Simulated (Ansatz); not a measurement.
# HW16C16: the cost of one run

Program: Ansatz 0.2.0. Level of theory: DFT PBE, scalar-relativistic, plane waves, PAW. These are calculated values, not measurements.

1 further run of the same task is left out (set aside as unsound or not needed).

## (1) The starting structure

Symmetry: P-6m2, No. 187, hexagonal system. Conventional cell: a = 2.922 Å, b = 2.922 Å, c = 2.847 Å, α = 90.00°, β = 90.00°, γ = 120.00°. Around W (site symmetry -6m2) lie 6 C at 2.21 Å. C (site symmetry -6m2) has 6 W at 2.21 Å in its first shell of neighbours.

As a file:

```cif
data_structure
_symmetry_space_group_name_H-M 'P 1'
_symmetry_Int_Tables_number 1
_cell_length_a 2.9217
_cell_length_b 2.9217
_cell_length_c 2.8471
_cell_angle_alpha 90.000
_cell_angle_beta 90.000
_cell_angle_gamma 120.000
_cell_volume 21.05
loop_
_atom_site_label
_atom_site_type_symbol
_atom_site_fract_x
_atom_site_fract_y
_atom_site_fract_z
_atom_site_occupancy
W1 W 0.00000 0.00000 0.00000 1
C1 C 0.66667 0.33333 0.50000 1
```

It goes back to an entry of the Materials Project.

This cell was relaxed beforehand with the same method: volume 10.52 Å³/atom, gap on the mesh none (metal).

The perfect supercell (rows 1 -1 2; 1 -1 -2; 1 3 0 in vectors of this cell) comes from an earlier run at this level (32 atoms, E(σ→0) -170176.9368 eV, gap none (metal)).

## (2) The defect cell

The extra atom is put at (0.135, 0.885, 0.062) of the supercell, the middle of a void of radius 1.48 Å. A small random displacement (spread 0.06 Å) lets the symmetry of the site break. Its neighbours are 2 W at 1.49 Å, 2 C at 1.52 Å.

## (3) Relaxing the defect

input.yaml reads:

```yaml
crystal:
  lattice:
    - [4.3826022393, -2.5302965827, 5.6942504921]
    - [4.3826022393, -2.5302965827, -5.6942504921]
    - [-1.460867413, 7.5908897479, 0.0]
  atoms:
    - { symbol: W, position: [0.875, 0.875, 0.25] }
    - { symbol: W, position: [0.125, 0.625, 0.25] }
    - { symbol: W, position: [0.375, 0.375, 0.25] }
    - { symbol: W, position: [0.625, 0.125, 0.25] }
    - { symbol: W, position: [0.0, 0.5, 0.5] }
    - { symbol: W, position: [0.25, 0.25, 0.5] }
    - { symbol: W, position: [0.5, 0.0, 0.5] }
    - { symbol: W, position: [0.875, 0.375, 0.75] }
    - { symbol: W, position: [0.125, 0.125, 0.75] }
    - { symbol: W, position: [0.375, 0.875, 0.75] }
    - { symbol: W, position: [0.007910468, 1.0070715253, 0.0012004306] }
    - { symbol: W, position: [0.75, 0.75, 0.5] }
    - { symbol: W, position: [0.625, 0.625, 0.75] }
    - { symbol: W, position: [0.2519500767, 0.7507323382, 0.0044556056] }
    - { symbol: W, position: [0.5, 0.5, 0.0] }
    - { symbol: W, position: [0.75, 0.25, 0.0] }
    - { symbol: C, position: [0.3136834024, 0.0838518865, 0.2362236516] }
    - { symbol: C, position: [0.5833333333, 0.8333333333, 0.25] }
    - { symbol: C, position: [0.8333333333, 0.5833333333, 0.25] }
    - { symbol: C, position: [0.0833333333, 0.3333333333, 0.25] }
    - { symbol: C, position: [0.4583333333, 0.7083333333, 0.5] }
    - { symbol: C, position: [0.7083333333, 0.4583333333, 0.5] }
    - { symbol: C, position: [0.9583333333, 0.2083333333, 0.5] }
    - { symbol: C, position: [0.3333333333, 0.5833333333, 0.75] }
    - { symbol: C, position: [0.5833333333, 0.3333333333, 0.75] }
    - { symbol: C, position: [0.8333333333, 0.0833333333, 0.75] }
    - { symbol: C, position: [0.4583333333, 0.2083333333, 0.0] }
    - { symbol: C, position: [0.2083333333, 0.9583333333, 0.5] }
    - { symbol: C, position: [0.0833333333, 0.8333333333, 0.75] }
    - { symbol: C, position: [0.7083333333, 0.9583333333, 0.0] }
    - { symbol: C, position: [0.9717793156, 0.7123771976, 0.0008711056] }
    - { symbol: C, position: [0.2083333333, 0.4583333333, 0.0] }
    - { symbol: H, position: [0.1300678157, 0.8796344143, 0.0520558956] }
basis:
  ecutwfc: 420
  xc_grid: 2
kpoints:
  mp_grid: { grid: [5, 5, 5], shift: [0.0, 0.0, 0.0] }
hamiltonian:
  xc: pbe
scf:
  occupations: { method: gaussian, width: 0.1 }
output:
  forces: true
  stress: false
  eigenvalues: true
relax:
  adjacent_minimum: "off"
  f_tol: 0.025
  max_steps: 45
```

Started as:

```console
$ ansatz run input.yaml --threads 4 --pin off --max-ram 10240MiB --backend cpu --events-out ev --progress --plain --runs-dir out
```

**Question.** How long does this run take on 4 threads of Intel Xeon Platinum 8488C (Sapphire Rapids), shared host, and how much memory does it need?

About 37 min, with a peak of 3.8 GiB.
